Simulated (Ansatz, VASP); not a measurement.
**One calculation of MgO (Periclase), two programs**

The input INCAR:

```
SYSTEM = MgO
ALGO = Normal ; EDIFF = 1E-7
ENCUT = 520 ; GGA = PS
ISIF = 2 ; ISMEAR = 0
LASPH = .True. ; LCHARG = .False.
LREAL = .False. ; LWAVE = .False.
NBANDS = 11 ; NELM = 60
PREC = Accurate ; SIGMA = 0.02
```

The input KPOINTS:

```
k-points
0
Gamma
  10 10 10
  0 0 0
```

File POSCAR:

```
MgO
1.0
    0.0000000000      2.1071294990      2.1071294990
    2.1071294990      0.0000000000      2.1071294990
    2.1071294990      2.1071294990      0.0000000000
Mg O
1 1
Direct
    0.0000000000      0.0000000000      0.0000000000
    0.5000000000      0.5000000000      0.5000000000
```

Input for Ansatz:

```yaml
crystal:
  lattice:
    - [0.0, 2.1071294959, 2.1071294959]
    - [2.1071294959, 0.0, 2.1071294959]
    - [2.1071294959, 2.1071294959, 0.0]
  atoms:
    - { symbol: Mg, position: [0.0, 0.0, 0.0] }
    - { symbol: O, position: [0.5, 0.5, 0.5] }
basis:
  ecutwfc: 420
kpoints:
  mp_grid: { grid: [10, 10, 10] }
  band_path: { path: [VBM, CBM], npoints: 2 }
hamiltonian:
  xc: pbesol
scf:
  occupations: { method: gaussian, width: 0.02 }
output:
  forces: true
  stress: true
  eigenvalues: true
```

Alike in both runs: task single point; functional PBEsol; k mesh 10 × 10 × 10; occupations gaussian, width 0.02 eV; no spin polarisation.

|  | VASP | Ansatz |
| --- | --- | --- |
| version | VASP 6.6.1 | Ansatz 0.2.0 |
| potentials or method | VASP PAW PBE potentials, release 64 (Mg, O) | scalar-relativistic, plane waves, PAW |
| plane-wave cutoff (eV) | 520 | 420 |
| valence electrons in the cell | 8 | 16 |

```csv
,VASP,Ansatz,Ansatz less VASP
gap on the k mesh at the Fermi level (eV),4.62,4.62,0.000
least direct gap on the mesh (eV),4.62,4.62,0.000
pressure (GPa),-0.5,0.0,+0.50
```

The two sets of potentials don't hold the same shells in valence.

Caveats: the PAW data sets were made with another functional, which shifts forces and pressure a little (VASP). As with any semilocal functional, this PBEsol gap is likely too small.
